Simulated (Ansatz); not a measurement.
HfO2 stretched along one axis: stress and gap

Cell: an entry of the Crystallography Open Database (COD), ions relaxed with PBE at fixed cell.

```
Hf O
1.0
     5.11800    0.00000    0.00000
     0.00000    5.18570    0.00000
    -0.85866    0.00000    5.21387
Hf O
4 8
Direct
  0.27670 0.04188 0.20813
  0.72330 0.54188 0.29187
  0.72330 0.95812 0.79187
  0.27670 0.45812 0.70813
  0.44655 0.75838 0.48027
  0.55345 0.25838 0.01973
  0.55345 0.24162 0.51973
  0.44655 0.74162 0.98027
  0.07264 0.33925 0.33894
  0.92736 0.83925 0.16106
  0.92736 0.66075 0.66106
  0.07264 0.16075 0.83894
```

Atom numbers follow the list; atoms alike are taken as one site, whose name carries the number of the first.

Method: Kohn–Sham DFT in Ansatz, PBE, plane waves and PAW, scalar-relativistic, 420 eV cutoff, Γ-centred 6×6×6 k-points, Fermi–Dirac smearing 0.02 eV.

The cell is stretched along z (the third Cartesian axis of the run's cell), x and y held, and the ions relax again each time. Tension counts as positive.

```
strain along z (%)  stress along z (GPa)  stress along x (GPa)  gap on the k-mesh (eV)
                -3                 -12.1                  -7.3                    4.27
                -2                  -9.6                  -6.3                    4.17
                -1                     ?                     ?                       ?
                 0                  -4.8                  -4.5                    4.06
                +1                  -2.2                  -3.5                    4.06
                +2                   0.5                  -2.6                    4.09
                +3                   3.4                  -1.5                    4.13
```

Question: Estimate the row at -1 % from the others.

Answer: stress along z (GPa): -7.2; stress along x (GPa): -5.4; gap on the k-mesh (eV): 4.10. Worked: parabolas through the other 6 rows give -7.3 and -5.4 GPa at -1 %. Their slopes at zero strain are 257 GPa (the stiffness along z) and 95 GPa (the coupling of z to x). They hold at this cell, where the calculated pressure is 4.9 GPa. The gap doesn't change in one direction over the range: it is largest at -3 % (4.27 eV) and smallest at +1 % (4.06 eV), so no single slope describes it.

PBE gaps are too small, by a third to a half in many semiconductors; their changes with strain are better.

All values belong to this cell and structure model.
